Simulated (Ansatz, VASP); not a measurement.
## One calculation of AlN, two programs

The input INCAR:

```
PREC = Accurate
ENCUT = 520
EDIFF = 1E-6
ISMEAR = 0
SIGMA = 0.05
LREAL = False
LASPH = True
NELM = 80
ALGO = Normal
ISIF = 2
LWAVE = False
LCHARG = False
GGA = CA
IBRION = 2
NSW = 50
EDIFFG = -0.01
```

The input KPOINTS:

```
Automatic mesh
0
Gamma
  9 9 6
```

The input POSCAR:

```
AlN
1.0
    3.1195000000      0.0000000000      0.0000000000
   -1.5597500000      2.7015662471      0.0000000000
    0.0000000000      0.0000000000      4.3504000000
Al N
2 2
Direct
    0.3333333333      0.6666666667      0.0015210172
    0.6666666667      0.3333333333      0.5015210172
    0.3333333333      0.6666666667      0.3834789828
    0.6666666667      0.3333333333      0.8834789828
```

Input for Ansatz:

```yaml
crystal:
  lattice:
    - [3.1195, 0.0, 0.0]
    - [-1.55975, 2.7015662471, 0.0]
    - [0.0, 0.0, 4.3504]
  atoms:
    - { symbol: Al, position: [0.3333333333, 0.6666666667, 0.0015210172] }
    - { symbol: Al, position: [0.6666666667, 0.3333333333, 0.5015210172] }
    - { symbol: "N", position: [0.3333333333, 0.6666666667, 0.3834789828] }
    - { symbol: "N", position: [0.6666666667, 0.3333333333, 0.8834789828] }
basis:
  ecutwfc: 520.0
kpoints:
  mp_grid: { grid: [9, 9, 6] }
hamiltonian:
  xc: lda
  pseudopotentials: { kind: paw, azcp: { folder: soft_1 } }
scf:
  occupations: { method: gaussian, width: 0.05 }
output:
  forces: true
  stress: true
  eigenvalues: true
relax:
  adjacent_minimum: "off"
  f_tol: 0.01
  max_steps: 30
```

Alike in both runs: task relaxation of the atoms; functional LDA; k mesh 9 × 9 × 6; occupations gaussian, width 0.05 eV; no spin polarisation.

|  | VASP | Ansatz |
| --- | --- | --- |
| version | VASP 6.6.1 | Ansatz 0.2.0 |
| potentials or method | VASP PAW LDA potentials, release 64 (Al, N) | scalar-relativistic, plane waves, PAW |
| plane-wave cutoff (eV) | 520 | 520 |
| valence electrons in the cell | 16 | 16 |

|  | VASP | Ansatz | Ansatz less VASP |
| --- | --- | --- | --- |
| gap on the k mesh at the Fermi level, each at its own relaxed structure (eV) | 4.27 | 4.27 | -0.003 |
| energy change over the relaxation (meV/atom) | -176 | -170 | +5.4 |

Ansatz warned: «pseudo_functional_mismatch».

Caveats: an odd mesh through Γ misses points on the zone boundary, where band edges often lie. A hybrid or GW would open this gap; LDA tends to underestimate it.
